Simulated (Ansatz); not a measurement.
Results of PBEsol-D3(BJ) in Ansatz (plane waves, PAW) for α-quartz-type GeO2 (metastable phase).

Numerical settings: plane-wave cutoff 520 eV, 12×12×6 k mesh (along the axes of the cell as run), Fermi–Dirac smearing 0.01 eV, scalar-relativistic PAW data made under PBE.

Shape and atoms are relaxed at each volume.

Pressure at four volumes; x = ln(V/13.135 Å³). One pressure is withheld.

```tsv
V (Å³/atom)	x	P (GPa)
12.609	-0.0409	?
12.872	-0.0202	0.795
13.135	0.0000	-0.002
13.660	0.0392	-1.405
```

Question: Pass a parabola P(x) through the three rows shown, estimate the bulk modulus and its pressure derivative near zero pressure, and predict the withheld pressure.

Answer: Slopes between the rows: (-0.002 − (0.795))/(0.0000 − (-0.0202)) = -39.46 and (-1.405 − (-0.002))/(0.0392 − (0.0000)) = -35.79 GPa. Their difference over the span 0.0594 is c = 3.67/0.0594 = 61.8 GPa, so P(x) = 0.795 + (-39.46)(x − (-0.0202)) + 61.8 (x − (-0.0202))(x − (0.0000)). At the middle row B = −dP/dx = −[-39.46 + 61.8 × 0.0202] = 38.2 GPa, and B′ = dB/dP = 2c/B = 3.2. At x = -0.0409 the parabola gives 1.664 GPa; the run gives 1.668 GPa. The Birch–Murnaghan fit to the energies at all volumes has B0 = 38.2 GPa and B′ = 3.4.

Measured, for comparison: bulk modulus 42 GPa (room temperature, not corrected to a static lattice, from measured elastic constants; as tabulated in Sevik and Bulutay (2007), arXiv:cond-mat/0610176). Computed (rounded) less measured: bulk modulus -9 %.

Note: the bulk modulus comes from volumes at which shape and atoms were relaxed.

Ansatz is a quantum-chemistry and plane-wave program.
